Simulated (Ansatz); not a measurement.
## Sr2O: course of a relaxation

The calculation used Ansatz, DFT PBEsol, scalar-relativistic, plane waves, PAW. Settings: 420 eV cutoff, 6×6×6 k-mesh, Gaussian smearing of 0.10 eV, no spin polarisation.

What was changed in Cu2O: Cu → Sr on all its sites, cell and atoms relaxed.

Command:

```bash
ansatz run input.yaml --threads 1 --pin off --max-ram 2560MiB --backend cpu --events-out ev --progress --plain --runs-dir out
```

Input:

```yaml
crystal:
  lattice:
    - [5.6525025723, 0.0, 0.0]
    - [0.0, 5.6525025723, 0.0]
    - [0.0, 0.0, 5.6525025723]
  atoms:
    - { symbol: Sr, position: [0.25, 0.25, 0.25] }
    - { symbol: Sr, position: [0.25, 0.75, 0.75] }
    - { symbol: Sr, position: [0.75, 0.75, 0.25] }
    - { symbol: Sr, position: [0.75, 0.25, 0.75] }
    - { symbol: O, position: [0.0, 0.0, 0.0] }
    - { symbol: O, position: [0.5, 0.5, 0.5] }
basis:
  ecutwfc: 420
kpoints:
  mp_grid: { grid: [6, 6, 6] }
hamiltonian:
  xc: pbesol
scf:
  occupations: { method: gaussian, width: 0.1 }
output:
  forces: true
  stress: true
  eigenvalues: true
relax:
  adjacent_minimum: "off"
  f_tol: 0.01
  max_steps: 60
  cell: { stress_tol: 0.1 }
```

F is the free energy. Steps run on the plane waves of an earlier cell, but the last one, and at times one on the way, on a freshly chosen basis, so a repeated geometry can differ a little in energy.

Steps:

```csv
step,F − F(1) (eV),largest force component (eV/Å),V (Å³/atom),P (GPa)
1,0.0000,0.000,30.100,0.15
2,0.0010,0.000,30.303,-0.11
3,0.0003,0.000,30.215,0.00
4,-0.0003,0.000,30.215,0.01
```

Relaxed structure:

```
CELL_PARAMETERS angstrom
5.65969 0.00000 0.00000
0.00000 5.65969 0.00000
0.00000 0.00000 5.65969
ATOMIC_POSITIONS crystal
Sr 0.25000 0.25000 0.25000
Sr 0.25000 0.75000 0.75000
Sr 0.75000 0.75000 0.25000
Sr 0.75000 0.25000 0.75000
O 0.00000 0.00000 0.00000
O 0.50000 0.50000 0.50000
```

It takes space group Pn-3m (No. 224, cubic). The conventional cell has a = 5.660 Å, b = 5.660 Å, c = 5.660 Å, α = 90.00°, β = 90.00°, γ = 90.00°. Sr (site symmetry -3m) is surrounded by 2 O at 2.45 Å. O (site symmetry -43m) has 4 Sr at 2.45 Å as nearest neighbours.

The run converged. The run took 36 s on 1 thread of Intel(R) Xeon(R) Platinum 8259CL CPU @ 2.50GHz (Skylake/Cascade Lake), with other jobs on the host, peak memory 0.49 GiB.